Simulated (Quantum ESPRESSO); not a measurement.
# CdS (Fm-3m) in Quantum ESPRESSO: equation of state

How stiff is CdS in PBE, and what volume does it want? The cell is scaled to several volumes.

All numbers are computed with Quantum ESPRESSO 7.5; they aren't measurements. Logs are shortened: lines on timing, memory, paths and dates and some standing lists are left out, and cuts for length are marked.

## 1. The crystal as given

Symmetry: Fm-3m, No. 225, cubic system. Conventional cell: a = 5.506 Å, b = 5.506 Å, c = 5.506 Å, α = 90.00°, β = 90.00°, γ = 90.00°. Around Cd (site symmetry m-3m) lie 6 S at 2.75 Å. S (site symmetry m-3m) has 6 Cd at 2.75 Å as nearest neighbours.

Measurements of this composition are mostly on another form, of space group No. 186.

## 2. Single point, PBE, 19.62 Å³/atom

File pw.in:

```
&CONTROL
  calculation = 'scf'
  prefix = 'pwscf'
  outdir = './tmp'
  pseudo_dir = './pseudo'
  tprnfor = .true.
  tstress = .true.
  disk_io = 'nowf'
/
&SYSTEM
  ibrav = 0
  nat = 2
  ntyp = 2
  ecutwfc = 60
  ecutrho = 480
  nbnd = 15
  occupations = 'smearing'
  smearing = 'fd'
  degauss = 0.00367493
/
&ELECTRONS
  conv_thr = 4d-10
  electron_maxstep = 120
  mixing_beta = 0.5
/
ATOMIC_SPECIES
Cd   112.4140 Cd.pbe-dn-rrkjus_psl.0.3.1.UPF
S     32.0600 s_pbe_v1.4.uspp.F.UPF
CELL_PARAMETERS angstrom
   0.0000000000    2.6970395763    2.6970395763
   2.6970395763    0.0000000000    2.6970395763
   2.6970395763    2.6970395763    0.0000000000
ATOMIC_POSITIONS crystal
Cd     0.0000000000    0.0000000000    0.0000000000
S      0.5000000000    0.5000000000    0.5000000000
K_POINTS automatic
8 8 8 0 0 0
```

Potentials or basis: SSSP 1.3 efficiency PBE.

On the command line:

```
> OMP_NUM_THREADS=1 pw.x -in pw.in > pw.out
```

pw.out:

```text
This program is part of the open-source Quantum ESPRESSO suite
     for quantum simulation of materials; please cite
         "P. Giannozzi et al., J. Phys.:Condens. Matter 21 395502 (2009);
         "P. Giannozzi et al., J. Phys.:Condens. Matter 29 465901 (2017);
         "P. Giannozzi et al., J. Chem. Phys. 152 154105 (2020);
     in publications or presentations arising from this work. More details at

     file Cd.pbe-dn-rrkjus_psl.0.3.1.UPF: wavefunction(s)  4D renormalized
     Message from routine setup:
     using ibrav=0 with symmetry is DISCOURAGED, use correct ibrav instead

     G-vector sticks info
     --------------------
     sticks:   dense  smooth     PW     G-vecs:    dense   smooth      PW
     Sum        1723     847    253                47183    16529    2733

     Using Slab Decomposition

     bravais-lattice index     =            0
     lattice parameter (alat)  =       7.2078  a.u.
     unit-cell volume          =     264.7821 (a.u.)^3
     number of atoms/cell      =            2
     number of atomic types    =            2
     number of electrons       =        18.00
     number of Kohn-Sham states=           15
     kinetic-energy cutoff     =      60.0000  Ry
     charge density cutoff     =     480.0000  Ry
     scf convergence threshold =      4.0E-10
     mixing beta               =       0.5000
     number of iterations used =            8  plain     mixing
     Exchange-correlation=  SLA  PW   PBX  PBC
                           (   1   4   3   4   0   0   0)

     celldm(1)=   7.207774  celldm(2)=   0.000000  celldm(3)=   0.000000
     celldm(4)=   0.000000  celldm(5)=   0.000000  celldm(6)=   0.000000

     crystal axes: (cart. coord. in units of alat)
               a(1) = (   0.000000   0.707107   0.707107 )
               a(2) = (   0.707107   0.000000   0.707107 )
               a(3) = (   0.707107   0.707107   0.000000 )

     reciprocal axes: (cart. coord. in units 2 pi/alat)
               b(1) = ( -0.707107  0.707107  0.707107 )
               b(2) = (  0.707107 -0.707107  0.707107 )
               b(3) = (  0.707107  0.707107 -0.707107 )

     PseudoPot. # 1 for Cd read from file:
     Cd.pbe-dn-rrkjus_psl.0.3.1.UPF
     Pseudo is Ultrasoft + core correction, Zval = 12.0
     Generated using "atomic" code by A. Dal Corso  v.5.0.99 svn rev. 10869
     Using radial grid of 1239 points,  6 beta functions with:
                l(1) =   0
                l(2) =   0
                l(3) =   1
                l(4) =   1
                l(5) =   2
                l(6) =   2
     Q(r) pseudized with 0 coefficients

     PseudoPot. # 2 for S  read from file:
     s_pbe_v1.4.uspp.F.UPF
     Pseudo is Ultrasoft + core correction, Zval =  6.0
     Generated by new atomic code, or converted to UPF format
     Using radial grid of  907 points,  6 beta functions with:
                l(1) =   0
                l(2) =   0
                l(3) =   1
                l(4) =   1
                l(5) =   2
                l(6) =   2
     Q(r) pseudized with  8 coefficients,  rinner =    1.300   1.300   1.300
                                                       1.300   1.300

     atomic species   valence    mass     pseudopotential
     Cd               12.00   112.41400     Cd( 1.00)
     S                 6.00    32.06000     S ( 1.00)

     48 Sym. Ops., with inversion, found

   Cartesian axes

     site n.     atom                  positions (alat units)
         1        Cd     tau(   1) = (   0.0000000   0.0000000   0.0000000  )
         2        S      tau(   2) = (   0.7071068   0.7071068   0.7071068  )

     number of k points=    29  Fermi-Dirac smearing, width (Ry)=  0.0037
                       cart. coord. in units 2pi/alat
        k(    1) = (   0.0000000   0.0000000   0.0000000), wk =   0.0039062
        k(    2) = (   0.0883883   0.0883883  -0.0883883), wk =   0.0312500
        k(    3) = (   0.1767767   0.1767767  -0.1767767), wk =   0.0312500
        k(    4) = (   0.2651650   0.2651650  -0.2651650), wk =   0.0312500
        k(    5) = (  -0.3535534  -0.3535534   0.3535534), wk =   0.0156250
        k(    6) = (   0.1767767   0.0000000   0.0000000), wk =   0.0234375
        k(    7) = (   0.2651650   0.0883883  -0.0883883), wk =   0.0937500
        k(    8) = (   0.3535534   0.1767767  -0.1767767), wk =   0.0937500
        k(    9) = (  -0.2651650  -0.4419417   0.4419417), wk =   0.0937500
        k(   10) = (  -0.1767767  -0.3535534   0.3535534), wk =   0.0937500
        k(   11) = (  -0.0883883  -0.2651650   0.2651650), wk =   0.0937500
        k(   12) = (   0.0000000  -0.1767767   0.1767767), wk =   0.0468750
        k(   13) = (   0.3535534   0.0000000   0.0000000), wk =   0.0234375
        k(   14) = (   0.4419417   0.0883883  -0.0883883), wk =   0.0937500
        k(   15) = (  -0.1767767  -0.5303301   0.5303301), wk =   0.0937500
        k(   16) = (  -0.0883883  -0.4419417   0.4419417), wk =   0.0937500
        k(   17) = (   0.0000000  -0.3535534   0.3535534), wk =   0.0468750
        k(   18) = (   0.5303301  -0.0000000   0.0000000), wk =   0.0234375
        k(   19) = (  -0.0883883  -0.6187184   0.6187184), wk =   0.0937500
        k(   20) = (   0.0000000  -0.5303301   0.5303301), wk =   0.0468750
        k(   21) = (  -0.7071068   0.0000000   0.0000000), wk =   0.0117188
        k(   22) = (   0.3535534   0.1767767   0.0000000), wk =   0.0937500
        k(   23) = (  -0.2651650  -0.4419417   0.6187184), wk =   0.1875000
        k(   24) = (  -0.1767767  -0.3535534   0.5303301), wk =   0.0937500
        k(   25) = (  -0.1767767  -0.5303301   0.7071068), wk =   0.0937500
        k(   26) = (  -0.0883883  -0.4419417   0.6187184), wk =   0.1875000
        k(   27) = (   0.0000000  -0.3535534   0.5303301), wk =   0.0937500
        k(   28) = (  -0.7071068   0.1767767  -0.0000000), wk =   0.0468750
        k(   29) = (  -0.7071068   0.3535534   0.0000000), wk =   0.0234375

     Dense  grid:    47183 G-vectors     FFT dimensions: (  54,  54,  54)

     Smooth grid:    16529 G-vectors     FFT dimensions: (  36,  36,  36)

     Initial potential from superposition of free atoms

     starting charge      17.9951, renormalised to      18.0000
     Starting wfcs are   13 randomized atomic wfcs +    2 random wfcs

[... 53 lines left out ...]

     total energy              =    -146.41772321 Ry
     estimated scf accuracy    <       0.00000014 Ry

     iteration #  8     ecut=    60.00 Ry     beta= 0.50
     Davidson diagonalization with overlap
     ethr =  4.07E-10,  avg # of iterations =  2.0

     End of self-consistent calculation

          k = 0.0000 0.0000 0.0000 (  2085 PWs)   bands (ev):

    -4.5981   0.9146   0.9146   0.9146   0.9154   0.9154   7.6602   7.6602
     7.6602   9.6189  17.7251  17.7251  17.7251  20.2441  20.2442

          k = 0.0884 0.0884-0.0884 (  2073 PWs)   bands (ev):

    -4.4541   0.8588   0.8588   0.8952   0.9485   0.9485   6.5168   7.7760
     7.7760  10.7475  16.5211  17.4399  17.4399  18.8719  18.8719

          k = 0.1768 0.1768-0.1768 (  2067 PWs)   bands (ev):

    -4.0655   0.7278   0.7278   0.8218   1.0316   1.0316   4.9825   8.0682
     8.0682  11.9894  15.4276  16.0065  16.0065  19.3376  19.3376

          k = 0.2652 0.2652-0.2652 (  2072 PWs)   bands (ev):

    -3.5923   0.6039   0.6039   0.6728   1.1167   1.1167   3.8802   8.3903
     8.3903  12.1297  14.8108  14.8108  15.4941  20.1125  20.5149

          k =-0.3536-0.3536 0.3536 (  2060 PWs)   bands (ev):

    -3.3570   0.5544   0.5544   0.5659   1.1525   1.1525   3.4892   8.5376
     8.5376  11.9710  14.3623  14.3623  15.7025  21.0116  21.3164

          k = 0.1768 0.0000 0.0000 (  2061 PWs)   bands (ev):

    -4.4130   0.7963   0.8874   0.9337   0.9464   0.9464   6.7254   7.4748
     7.4748  11.1662  16.6109  16.6274  17.4926  17.4926  20.9592

          k = 0.2652 0.0884-0.0884 (  2064 PWs)   bands (ev):

    -4.1264   0.6950   0.8526   0.8579   0.9984   1.0394   5.5335   7.4367
     7.7265  12.2357  14.8849  15.8729  17.0284  18.0646  20.5030

          k = 0.3536 0.1768-0.1768 (  2072 PWs)   bands (ev):

    -3.7083   0.6300   0.7268   0.7804   1.0791   1.1275   4.3003   7.6757
     7.9108  12.5989  13.7938  15.9703  16.0319  19.0103  21.1909

          k =-0.2652-0.4419 0.4419 (  2074 PWs)   bands (ev):

    -3.4007   0.6181   0.6465   0.6734   1.1512   1.1599   3.6417   7.7279
     8.0898  12.5576  13.4426  15.0843  16.5893  20.0666  21.4804

          k =-0.1768-0.3536 0.3536 (  2068 PWs)   bands (ev):

    -3.4618   0.5871   0.6050   0.7554   1.1208   1.1709   3.7958   7.3717
     8.4541  12.7675  13.6876  14.7822  16.3774  20.2310  20.7922

          k =-0.0884-0.2652 0.2652 (  2070 PWs)   bands (ev):

    -3.8359   0.6448   0.6838   0.8355   1.0387   1.1210   4.6566   7.1267
     8.5009  12.8493  14.4421  15.3007  15.7930  18.8853  20.8437

          k = 0.0000-0.1768 0.1768 (  2067 PWs)   bands (ev):

    -4.2352   0.7568   0.8056   0.8764   0.9670   1.0283   5.7716   7.2577
     8.1994  11.8391  15.9366  15.9846  16.5770  18.0947  20.0241

          k = 0.3536 0.0000 0.0000 (  2045 PWs)   bands (ev):

    -3.9963   0.7197   0.8219   0.9781   1.0408   1.0408   5.7703   6.9776
     6.9776  11.6929  15.2452  15.4464  17.8160  17.8160  21.5116

          k = 0.4419 0.0884-0.0884 (  2075 PWs)   bands (ev):

    -3.7409   0.7933   0.8337   0.9090   1.1242   1.1383   4.8856   6.8831
     6.8911  10.9926  15.0101  15.9522  17.6412  18.8027  21.9666

          k =-0.1768-0.5303 0.5303 (  2081 PWs)   bands (ev):

    -3.4948   0.7694   0.7836   0.9228   1.1798   1.2789   4.0922   6.3972
     7.2110  11.1854  14.7333  16.6188  16.7809  19.7661  21.9408

          k =-0.0884-0.4419 0.4419 (  2080 PWs)   bands (ev):

    -3.4105   0.6744   0.7157   0.9159   1.1481   1.3220   4.0785   5.8697
     7.8064  11.9045  14.6222  15.9050  16.6068  20.4475  20.4550

          k = 0.0000-0.3536 0.3536 (  2085 PWs)   bands (ev):

    -3.5573   0.6243   0.6570   0.8736   1.0846   1.2304   4.4778   6.0346
     8.3753  12.9669  14.1953  15.3023  15.7852  19.2671  22.1627

          k = 0.5303-0.0000 0.0000 (  2072 PWs)   bands (ev):

    -3.6851   0.7564   1.0227   1.1653   1.1653   1.2452   4.8295   6.4278
     6.4278   9.5689  14.7407  17.4911  19.0202  19.0202  22.3415

          k =-0.0884-0.6187 0.6187 (  2083 PWs)   bands (ev):

    -3.5761   0.7530   0.9653   1.1490   1.2078   1.6793   4.3202   5.7934
     6.4724   9.6297  14.7710  17.7784  18.8070  19.7814  22.5759

          k = 0.0000-0.5303 0.5303 (  2085 PWs)   bands (ev):

    -3.4646   0.7711   0.8244   1.0520   1.1888   1.6558   4.6280   4.8095
     7.0054  10.6629  15.1401  17.2847  17.4817  19.4810  21.2690

          k =-0.7071 0.0000 0.0000 (  2068 PWs)   bands (ev):

    -3.6068   0.7293   1.0413   1.2280   1.2280   1.9869   3.9711   6.1869
     6.1869   8.7583  14.5096  18.6336  20.0979  20.0979  22.8910

          k = 0.3536 0.1768 0.0000 (  2074 PWs)   bands (ev):

    -3.8465   0.6734   0.7993   0.8359   1.0486   1.1314   5.0076   6.7005
     7.9324  12.4358  14.4152  15.4681  16.7598  18.4045  21.6168

          k =-0.2652-0.4419 0.6187 (  2075 PWs)   bands (ev):

    -3.5381   0.6885   0.7283   0.8339   1.1208   1.2228   4.2488   6.4780
     7.7670  12.4385  13.9528  15.8472  16.4413  19.4783  22.1297

          k =-0.1768-0.3536 0.5303 (  2092 PWs)   bands (ev):

    -3.4003   0.6373   0.7745   0.8363   1.1642   1.2617   3.8522   6.5815
     7.5058  12.5611  13.6086  15.9462  16.7208  20.4855  21.0126

          k =-0.1768-0.5303 0.7071 (  2085 PWs)   bands (ev):

    -3.5819   0.7905   0.8636   1.0000   1.1666   1.3514   4.5741   6.1096
     6.6574  10.7390  15.1086  16.0611  18.0915  19.4696  22.6989

          k =-0.0884-0.4419 0.6187 (  2085 PWs)   bands (ev):

    -3.4559   0.7529   0.8289   0.9789   1.2007   1.5893   4.3892   5.5159
     6.4813  11.4830  15.0846  16.1620  17.1886  20.3169  21.8306

          k = 0.0000-0.3536 0.5303 (  2091 PWs)   bands (ev):

    -3.4340   0.6853   0.8350   0.9001   1.1707   1.4514   4.4732   5.3666
     7.0743  12.2434  14.4528  16.1170  16.7079  20.3495  20.9463

          k =-0.7071 0.1768-0.0000 (  2082 PWs)   bands (ev):

    -3.5269   0.7712   0.9068   1.1089   1.2281   1.8664   4.3108   5.7528
     5.8556  10.1912  14.9645  17.6982  17.7777  20.6009  22.6496

          k =-0.7071 0.3536 0.0000 (  2120 PWs)   bands (ev):

    -3.4410   0.7401   0.9051   0.9051   1.2281   1.7789   5.0845   5.0845
     5.5084  12.0722  15.3190  16.1990  16.1990  21.7325  21.7325

     the Fermi energy is     8.7088 ev

!    total energy              =    -146.41772324 Ry
     estimated scf accuracy    <          3.5E-10 Ry
     smearing contrib. (-TS)   =      -0.00008612 Ry
     internal energy E=F+TS    =    -146.41763712 Ry

     The total energy is F=E-TS. E is the sum of the following terms:
     one-electron contribution =     -29.71752246 Ry
     hartree contribution      =      31.08917331 Ry
     xc contribution           =     -51.43250488 Ry
     ewald contribution        =     -96.35678309 Ry

     convergence has been achieved in   8 iterations

     Forces acting on atoms (cartesian axes, Ry/au):

     atom    1 type  1   force =     0.00000000    0.00000000    0.00000000
     atom    2 type  2   force =     0.00000000    0.00000000    0.00000000

     Total force =     0.000000     Total SCF correction =     0.000000

     Computing stress (Cartesian axis) and pressure

          total   stress  (Ry/bohr**3)                   (kbar)     P=       47.15
   0.00032054   0.00000000   0.00000000           47.15        0.00        0.00
   0.00000000   0.00032054   0.00000000            0.00       47.15        0.00
   0.00000000   0.00000000   0.00032054            0.00        0.00       47.15

=------------------------------------------------------------------------------=
   JOB DONE.
=------------------------------------------------------------------------------=
```

Wall time 24 s (1 thread of Arm Neoverse V1, shared host); peak memory 0.21 GiB.

Results:

| Property | Result |
| --- | --- |
| Free energy | -1992.1146 eV |
| Pressure | 4.7 GPa |
| Band gap on the k mesh | 0.22 eV, indirect (least direct gap 1.96 eV) |

## 3. Single point, PBE, 20.04 Å³/atom

pw.in: that of step 2 with these lines changed.

```diff
@@ -29,5 +29,5 @@
 CELL_PARAMETERS angstrom
-   0.0000000000    2.6970395763    2.6970395763
-   2.6970395763    0.0000000000    2.6970395763
-   2.6970395763    2.6970395763    0.0000000000
+   0.0000000000    2.7160334386    2.7160334386
+   2.7160334386    0.0000000000    2.7160334386
+   2.7160334386    2.7160334386    0.0000000000
 ATOMIC_POSITIONS crystal
```

Potentials or basis: SSSP 1.3 efficiency PBE.

On the command line:

```
> OMP_NUM_THREADS=1 pw.x -in pw.in > pw.out
```

Wall time 29 s (1 thread of Arm Neoverse V1, shared host); peak memory 0.21 GiB.

It converged, with:

* Free energy: -1992.1345 eV
* Pressure: 2.8 GPa
* Band gap on the k mesh: 0.23 eV, indirect (least direct gap 1.81 eV)

## 4. Single point, PBE, 20.45 Å³/atom

pw.in: that of step 3 with these lines changed.

```diff
@@ -29,5 +29,5 @@
 CELL_PARAMETERS angstrom
-   0.0000000000    2.7160334386    2.7160334386
-   2.7160334386    0.0000000000    2.7160334386
-   2.7160334386    2.7160334386    0.0000000000
+   0.0000000000    2.7347652956    2.7347652956
+   2.7347652956    0.0000000000    2.7347652956
+   2.7347652956    2.7347652956    0.0000000000
 ATOMIC_POSITIONS crystal
```

On the command line:

```
> OMP_NUM_THREADS=1 pw.x -in pw.in > pw.out
```

Run time: 33 s. Hardware: 1 thread of Arm Neoverse V1, shared host; peak memory 0.21 GiB.

The run converged. Its results:

```yaml
Free_energy: -1992.1451 eV
Pressure: 1.1 GPa
Band_gap_on_the_k_mesh: 0.23 eV, indirect (least direct gap 1.67 eV)
```

## 5. Single point, PBE, 20.87 Å³/atom

pw.in: that of step 4 with these lines changed.

```diff
@@ -29,5 +29,5 @@
 CELL_PARAMETERS angstrom
-   0.0000000000    2.7347652956    2.7347652956
-   2.7347652956    0.0000000000    2.7347652956
-   2.7347652956    2.7347652956    0.0000000000
+   0.0000000000    2.7532440000    2.7532440000
+   2.7532440000    0.0000000000    2.7532440000
+   2.7532440000    2.7532440000    0.0000000000
 ATOMIC_POSITIONS crystal
```

On the command line:

```
> OMP_NUM_THREADS=1 pw.x -in pw.in > pw.out
```

Wall time 56 s (1 thread of Arm Neoverse V1, shared host); peak memory 0.22 GiB.

The run converged. Its results:

```
Free energy            : -1992.1474 eV
Pressure               : -0.4 GPa
Band gap on the k mesh : 0.23 eV, indirect (least direct gap 1.54 eV)
```

## 6. Single point, PBE, 21.29 Å³/atom

pw.in: that of step 5 with these lines changed.

```diff
@@ -29,5 +29,5 @@
 CELL_PARAMETERS angstrom
-   0.0000000000    2.7532440000    2.7532440000
-   2.7532440000    0.0000000000    2.7532440000
-   2.7532440000    2.7532440000    0.0000000000
+   0.0000000000    2.7714779354    2.7714779354
+   2.7714779354    0.0000000000    2.7714779354
+   2.7714779354    2.7714779354    0.0000000000
 ATOMIC_POSITIONS crystal
```

Potentials or basis: SSSP 1.3 efficiency PBE.

On the command line:

```
> OMP_NUM_THREADS=1 pw.x -in pw.in > pw.out
```

Run time: 35 s. Hardware: 1 thread of Arm Neoverse V1, shared host; peak memory 0.22 GiB.

The run converged. Its results:

```yaml
Free_energy: -1992.1423 eV
Pressure: -1.7 GPa
Band_gap_on_the_k_mesh: 0.23 eV, indirect (least direct gap 1.42 eV)
```

## 7. Single point, PBE, 21.71 Å³/atom

pw.in: that of step 6 with these lines changed.

```diff
@@ -29,5 +29,5 @@
 CELL_PARAMETERS angstrom
-   0.0000000000    2.7714779354    2.7714779354
-   2.7714779354    0.0000000000    2.7714779354
-   2.7714779354    2.7714779354    0.0000000000
+   0.0000000000    2.7894750496    2.7894750496
+   2.7894750496    0.0000000000    2.7894750496
+   2.7894750496    2.7894750496    0.0000000000
 ATOMIC_POSITIONS crystal
```

On the command line:

```
> OMP_NUM_THREADS=1 pw.x -in pw.in > pw.out
```

It took 35 s on 1 thread of Arm Neoverse V1, shared host; peak memory 0.23 GiB.

It converged, with:

| Item | Value |
| --- | --- |
| Free energy | -1992.1306 eV |
| Pressure | -2.9 GPa |
| Band gap on the k mesh | 0.23 eV, indirect (least direct gap 1.30 eV) |

## 8. Single point, PBE, 22.12 Å³/atom

pw.in: that of step 7 with these lines changed.

```diff
@@ -29,5 +29,5 @@
 CELL_PARAMETERS angstrom
-   0.0000000000    2.7894750496    2.7894750496
-   2.7894750496    0.0000000000    2.7894750496
-   2.7894750496    2.7894750496    0.0000000000
+   0.0000000000    2.8072428857    2.8072428857
+   2.8072428857    0.0000000000    2.8072428857
+   2.8072428857    2.8072428857    0.0000000000
 ATOMIC_POSITIONS crystal
```

On the command line:

```
> OMP_NUM_THREADS=1 pw.x -in pw.in > pw.out
```

Run time: 36 s. Hardware: 1 thread of Arm Neoverse V1, shared host; peak memory 0.23 GiB.

It converged, with:

```yaml
Free_energy: -1992.1130 eV
Pressure: -3.9 GPa
Band_gap_on_the_k_mesh: 0.23 eV, indirect (least direct gap 1.18 eV)
```

## 9. Equation of state, PBE

Potentials or basis: SSSP 1.3 efficiency PBE.

This step only gathers the single runs of the series.

What came out:

- Equilibrium volume: 20.78 Å³/atom
- Bulk modulus: 72 GPa
- Pressure derivative of the bulk modulus: 4.7

Energy against volume, from the lowest point:
```csv
volume (Å³/atom),energy (meV/atom)
19.618,16.38
20.036,6.44
20.453,1.15
20.871,0.00
21.288,2.55
21.705,8.39
22.123,17.18
```
